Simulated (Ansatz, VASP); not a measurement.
# Cs in VASP and in Ansatz

The input INCAR:

```
  PREC = Accurate
  ENCUT = 520
  EDIFF = 1E-7
  ISMEAR = -1
  SIGMA = 0.05
  LREAL = False
  LASPH = True
  NELM = 100
  ALGO = Normal
  ISIF = 2
  LWAVE = False
  LCHARG = False
  GGA = PS
  NBANDS = 10
```

The input KPOINTS:

```
regular mesh
0
Gamma
  6 6 6
```

The input POSCAR:

```
Cs
1.0
    0.0000000000      3.9483357400      3.9483357400
    3.9483357400      0.0000000000      3.9483357400
    3.9483357400      3.9483357400      0.0000000000
Cs
1
Direct
    0.0000000000      0.0000000000      0.0000000000
```

Contents of input.yaml:

```yaml
crystal:
  lattice:
    - [0.0, 3.94833574, 3.94833574]
    - [3.94833574, 0.0, 3.94833574]
    - [3.94833574, 3.94833574, 0.0]
  atoms:
    - { symbol: Cs, position: [0.0, 0.0, 0.0] }
hamiltonian:
  xc: pbesol
  pseudopotentials: { kind: paw, source: jth, xc_functional: pbe }
kpoints:
  mp_grid: { grid: [6, 6, 6] }
scf:
  occupations: { method: fermi_dirac, width: 0.05 }
output:
  forces: true
  stress: true
  eigenvalues: true
```

This isn't the form of Cs at room conditions, which is bcc.

Alike in both runs: task single point; functional PBEsol; k mesh 6 × 6 × 6; occupations fermi-dirac, width 0.05 eV; no spin polarisation.

|  | VASP | Ansatz |
| --- | --- | --- |
| version | VASP 6.6.1 | Ansatz 0.2.0 |
| potentials or method | VASP PAW PBE potentials, release 64 (Cs_sv) | JTH PAW |
| plane-wave cutoff (eV) | 520 | 1200 |
| valence electrons in the cell | 9 | 9 |

```csv
,VASP,Ansatz,Ansatz less VASP
gap on the k mesh at the Fermi level (eV),none,none,-
pressure (GPa),-0.2,-0.2,+0.01
```

A gap of «none» marks a metal or a gap that the smearing closes.

Caveats: the PAW data sets were made with another functional, which shifts forces and pressure a little (VASP). The runs have no spin-orbit coupling, so splittings on Cs are missing.
